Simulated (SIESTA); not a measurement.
**Au under changes of volume**

One of the cells (19.549 Å³/atom); the others are scaled copies at fixed shape and fractional positions:

```
Au
1.0
     2.81549    0.00000    0.00000
    -0.01296    2.82018    0.00000
    -1.13789   -1.18541    4.92401
Au
2
Direct
  0.67286 0.66596 0.27405
  0.32714 0.33404 0.72594
```

This isn't the form of Au at room conditions, which is fcc.

```yaml
Program: SIESTA 5.4.2
Functional: LDA
Potentials_or_basis: PseudoDojo 0.4 standard (LDA files)
Basis: DZP (energy shift 0.003 Ry; two zetas on semicore shells)
Grid_cutoff: 800 Ry
Energy_shift: 0.003 Ry
k_mesh: 10 × 10 × 6
Occupations: fermi-dirac, width 0.05 eV
Spin: no spin polarisation
```

```csv
volume (Å³/atom),energy over the lowest point (meV/atom),pressure (GPa),largest force (eV/Å)
18.376,0.00,-3.7,0.167
18.767,?,?,?
19.158,31.66,-9.0,0.101
19.549,56.30,-11.1,0.095
19.940,85.78,-13.0,0.106
20.331,119.47,-14.5,0.133
20.722,156.63,-15.9,0.162
```

Task: What does the run at 18.767 Å³/atom give?

Result: Energy over the lowest point 12.57 meV/atom; pressure -6.5 GPa; largest force 0.126 eV/Å.

Worked out: A Birch-Murnaghan fit of order 3 (a polynomial in V^(-2/3)) to the other rows has its minimum at 17.94 Å³/atom, just outside them, with B0 = V·E''(V) = 165 GPa and B' = 5.6 at fixed shape and positions, which overstates the stiffness. It gives 12.58 meV/atom at 18.767 Å³/atom, against the run's 12.57, and -dE/dV = -6.5 GPa, against -6.5.

Energies are extrapolated to zero smearing.

Caveats: short orbitals over semicore shells can move pressures by several GPa; the basis of atomic orbitals isn't converged, which shifts pressures, moduli and gaps.
